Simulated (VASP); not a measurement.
Runs of VASP 6.6.1 on Ca. Symmetry: P6_3/mmc, No. 194, hexagonal system. Conventional cell: a = 3.756 Å, b = 3.756 Å, c = 12.308 Å, α = 90.00°, β = 90.00°, γ = 120.00°. Ca (site symmetry -3m) is surrounded by 12 Ca at 3.76 Å. Ca (site symmetry -6m2) has 12 Ca at 3.76 Å as nearest neighbours. This isn't the form of Ca at room conditions, which is fcc.

| cell | k mesh | gap on the mesh (eV) | pressure (GPa) |
| --- | --- | --- | --- |
| P6_3/mmc, 37.59 Å³/atom | 11 × 11 × 3 | none | 2.6 |
| P6_3/mmc, 44.42 Å³/atom | 11 × 11 × 3 | none | -0.6 |
| P6_3/mmc, 42.72 Å³/atom | 12 × 12 × 4 | none | (a) |
| P6_3/mmc, 39.3 Å³/atom | 11 × 11 × 3 | none | 1.6 |

Alike in all rows: task single point; level BLYP; potentials or basis VASP PAW PBE potentials, release 64 (Ca_sv); no spin polarisation; cutoff (eV) 520; smearing fermi-dirac 0.1 eV.

Estimate the missing entries.

(a) 0.0.

Caveats: the PAW data sets were made with another functional, which shifts forces and pressure a little.

A gap of «none» marks a metal or a gap under the smearing width.
